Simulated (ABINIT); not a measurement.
# W in ABINIT: the effect of potentials

Crystal: W.

```
W
1.0
    -1.58234    1.58234    1.58234
     1.58234   -1.58234    1.58234
     1.58234    1.58234   -1.58234
W
1
Cartesian
  0.0000 0.0000 0.0000
```

Alike in all runs:

| Quantity | Value |
| --- | --- |
| Program | ABINIT 10.8.3 (patched build) |
| Task | band structure |
| Functional | r2SCAN |
| k mesh | 12 × 12 × 12 |
| Occupations | fermi-dirac, width 0.05 eV |
| Spin | no spin polarisation |

```csv
potentials,cutoff,pressure (GPa)
"Ansatz PAW PBE default generated set, frozen core",490 eV,1.3
JTH PAW PBE v2.0,517 eV,?
Ansatz NC r2SCAN,1469 eV,1.8
SG15 NC PBE v1.2,844 eV,-11.4
PseudoDojo NC SR PBE v0.4.1 standard,1197 eV,-0.5
```

Question: What does the run with potentials JTH PAW PBE v2.0 give?

Answer: Pressure 2.6 GPa.

Caveats: the PAW data sets were made with another functional, which shifts forces and pressure a little (some runs); the potentials were made for another functional, which shifts forces and pressure (some runs); the atomic spheres overlap (some runs); a meta-GGA on potentials with a model core is unreliable (some runs).

The runs don't all hold the same shells in valence.
